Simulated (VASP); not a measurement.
Set up this calculation in VASP 6.6.1, as the native input.

- Task: relaxation of cell and atoms
- Functional: PBEsol0
- Potentials or basis: VASP PAW PBE potentials, release 64 (In_d, As)
- Cutoff: 600 eV
- k mesh: 4 × 4 × 4
- Occupations: fermi-dirac, width 0.05 eV
- Spin: no spin polarisation
- Grid for exact exchange (PRECFOCK): Fast
- Exchange at q = 0: default
- Further INCAR settings: ALGO = Normal; EDIFF = 1e-07; IBRION = 2; EDIFFG = -0.01; NSW = 40; ISIF = 3

Crystal: InAs.

```
CELL_PARAMETERS angstrom
0.00000 3.01800 3.01800
3.01800 0.00000 3.01800
3.01800 3.01800 0.00000
ATOMIC_POSITIONS crystal
In 0.00000 0.00000 0.00000
As 0.75000 0.75000 0.75000
```

One way to write it, as run:

POSCAR

```
InAs
1.0
    0.0000000000      3.0180000000      3.0180000000
    3.0180000000      0.0000000000      3.0180000000
    3.0180000000      3.0180000000      0.0000000000
In As
1 1
Direct
    0.0000000000      0.0000000000      0.0000000000
    0.7500000000      0.7500000000      0.7500000000
```

INCAR.step1

```
  PREC = Accurate
  ENCUT = 600
  EDIFF = 1E-5
  ISMEAR = -1
  SIGMA = 0.05
  LREAL = F
  LASPH = T
  NELM = 80
  ALGO = Normal
  LWAVE = T
  LCHARG = F
  GGA = PE
```

INCAR.step2

```
  PREC = Accurate
  ENCUT = 600
  EDIFF = 1E-7
  ISMEAR = -1
  SIGMA = 0.05
  LREAL = F
  LASPH = T
  NELM = 80
  ALGO = Normal
  ISIF = 3
  LWAVE = F
  LCHARG = F
  GGA = PS
  LHFCALC = T
  AEXX = 0.25
  PRECFOCK = Fast
  IBRION = 2
  NSW = 40
  EDIFFG = -0.01
  ISTART = 1
```

KPOINTS

```
regular mesh
0
Gamma
  4 4 4
```

Potentials or basis: VASP PAW PBE potentials, release 64 (In_d, As).

The run is started by

```console
$ cat potpaw_PBE.64/In_d/POTCAR potpaw_PBE.64/As/POTCAR > POTCAR
$ cp INCAR.step1 INCAR
$ mpirun -np 1 vasp_std > vasp.out
$ cp INCAR.step2 INCAR
$ mpirun -np 1 vasp_std > vasp.out
```

Results of the run:

The relaxed volume is 27.53 Å³/atom, the relaxed cell is a = 4.270 Å, b = 4.270 Å, c = 4.270 Å, α = 60.00°, β = 60.00°, γ = 60.00° and the space group after relaxing (to 0.05 Å) is F-43m (No. 216). The energy gained by relaxing is 0.0 meV/atom and the ionic steps are 2. The pressure after relaxing is 0.0 GPa and the band gap on the k mesh is 1.19 eV, direct.

Caveat: the k mesh is coarse (spacing up to 0.45 Å⁻¹), so the values aren't converged, least of all with exact exchange; the PAW data sets were made with another functional, which shifts forces and pressure a little; spin-orbit coupling is left out, which moves the levels of the heavy elements.

Wall time 6.7 min on 1 thread of Intel(R) Xeon(R) 6975P-C (Granite Rapids), with other jobs on the host, peak memory 0.22 GiB.
